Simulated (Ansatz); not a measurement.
Ansatz input

```yaml
crystal:
  lattice:
    - [-2.7698128649, 2.4182947599, 1.4571065383]
    - [2.4182947599, -2.7698128649, 1.4571065383]
    - [3.6920018177, 3.6920018177, -2.1009125915]
  atoms:
    - { symbol: Te, position: [0.0141608072, 0.9858391928, 1.0] }
    - { symbol: Te, position: [0.7358391928, 0.2641608072, 0.5] }
hamiltonian:
  xc: pbesol
  pseudopotentials:
    kind: paw
    azcp:
      Te: "pseudopotentials/Te.paw.azcp"
basis:
  ecutwfc: 420
  fft_grid_basis: typed
kpoints:
  mp_grid: { grid: [14, 14, 7], shift: [0, 0, 0] }
magnetization:
  spin_polarized: false
scf:
  occupations: { method: fermi_dirac, width: 0.1 }
  lower_state_search: "off"
output:
  stress: true
```

and its output:

```
Warning: the record states the generating functional pbe (its physics header spells it `PBE`), which answers neither for hamiltonian.xc's functional nor for the pbesol family's — results may be inconsistent (PPs are generated against a specific XC)
Engine: ansatz 0.2.0, aarch64-unknown-linux-gnu
Pseudopotentials: kind: paw
Pseudopotential: Te, paw, valence charge 16, recommended cutoff 420 eV (normal) 
Functional definition: PBEsol
  exchange = pbesol_x
  correlation = pbesol_c
Crystal: 2 atoms, lattice volume = 51.989 Å³
Basis set: ecut = 420 eV, 1029 PW (Γ)
Bands: 20, of which v1, the nominal top of the filled ones, is band 16 counted from 1 (15 counted from 0)
Symmetry: 4 space group operations
Space group: C2/c (ITA 15), of the structure as read, at distance tolerance 3.7e-5 Å
k-points: 372 of 1372
Non-local potential: Te, projectors of the file, l = 0: 2, l = 1: 2, l = 2: 2, l = 3: 2
PAW form: soft (Blöchl's): semilocal exchange-correlation on the pseudo side does not see the compensation charge
PAW frozen core: Te, regenerated for the run's functional, and the local potential with it (the file was generated under x = pbe(κ = 0.804, μ = 0.2195149727645171), c = pbe(β = 0.06672455060314922))
PAW one-centre angular grid: Te, 590 points (default); XC on 64 Gauss nodes
Initial density: superposition of atomic densities (neutral atoms: chi_scale 0, normalization atom), corrected by the library's trained network
Initial wavefunctions: pseudopotential atomic-orbital guess
Functional: x = pbesol(κ = 0.804, μ = 0.12345679012345678), c = pbesol(β = 0.046)
SCF iter   1: F=—  HF=-13802.620545 eV  |F-HF|=—  |Δ(HF+E_count)|=         —  Δρ=2.69e-3  dr2=2.48e-3  ethr=1.77e-3  ⟨swp⟩=6.0  Hψ=37047  notcnv=0
SCF iter   2: F=—  HF=-13802.618433 eV  |F-HF|=—  |Δ(HF+E_count)|=   2.11e-3  Δρ=1.76e-3  dr2=1.10e-3  ethr=7.75e-6  ⟨swp⟩=2.8  Hψ=16780  notcnv=0
SCF iter   3: F=—  HF=-13802.618468 eV  |F-HF|=—  |Δ(HF+E_count)|=   3.55e-5  Δρ=7.71e-4  dr2=1.71e-4  ethr=3.44e-6  ⟨swp⟩=2.0  Hψ=13437  notcnv=0
SCF iter   4: F=—  HF=-13802.618278 eV  |F-HF|=—  |Δ(HF+E_count)|=   1.91e-4  Δρ=4.02e-4  dr2=4.93e-5  ethr=5.33e-7  ⟨swp⟩=2.0  Hψ=12023  notcnv=0
SCF iter   5: F=—  HF=-13802.618209 eV  |F-HF|=—  |Δ(HF+E_count)|=   6.90e-5  Δρ=5.00e-5  dr2=1.72e-6  ethr=1.54e-7  ⟨swp⟩=2.0  Hψ=13434  notcnv=0
SCF iter   6: F=—  HF=-13802.618209 eV  |F-HF|=—  |Δ(HF+E_count)|=   2.62e-7  Δρ=3.90e-5  dr2=6.34e-7  ethr=5.38e-9  ⟨swp⟩=2.1  Hψ=9677  notcnv=0
SCF iter   7: F=—  HF=-13802.618209 eV  |F-HF|=—  |Δ(HF+E_count)|=   4.51e-7  Δρ=1.68e-5  dr2=9.87e-8  ethr=3.13e-10  ⟨swp⟩=3.1  Hψ=31070  notcnv=0
SCF iter   8: F=-13802.618209 eV  HF=-13802.618209 eV  |F-HF|=1.48e-8  |Δ(HF+E_count)|=   8.79e-8  Δρ=5.07e-6  dr2=8.62e-9  ethr=3.08e-10  ⟨swp⟩=4.3  Hψ=23430  notcnv=0
SCF 1 converged in 8 iterations: F = -13802.618209 eV  dr2 = 8.62e-9
SCF converged after 8 iterations
Free energy (F): -13802.618209 eV
Harris-Foulkes:  -13802.618209 eV  (|F-HF|=1.48e-8)
Internal energy: -13802.578741 eV  (E = F + TS)
E sigma→0 (E₀):  -13802.598475 eV
Entropy (-TS):   -0.039467 eV (-19.734 meV/atom)
Fermi energy:    13.055486 eV
--- Per-component energies (eV) ---
  E_band       = -410.649922
  E_kinetic    = 366.240703
  E_local      = -1974.196452  (includes V_loc(G=0)·N_el)
  E_nonlocal   = -615.824346
  E_hartree    = 1392.103004
  E_xc         = -249.483347
  E_vxc        = -211.871175  (∫ρ·V_xc dr)
  E_paw        = -9168.757586  (= ΣΔE_a)
  E_vpaw       = -759.210547  (= ΣTr[D̂ρ^β])
  E_aug_tail   = -0.000344  (compensation charges beyond the density's cutoff)
  E_ewald      = -3553.410004
  E_core_change = 0.749630  (= ΣΔE_core)
  E_smearing   = -0.039467  (= −TS)
  E_closure    = -0.000000  (closes the sum)
  Σ components = -13802.618209   (vs F -13802.618209, Δ=0.00e0)
--- Stress (GPa, compression-positive) ---
        8.554218       2.143828      -0.248813
        2.143828       8.554218      -0.248813
       -0.248813      -0.248813      12.565919
  P = ⅓ Tr σ = 9.8915 GPa (98.915 kbar)
```
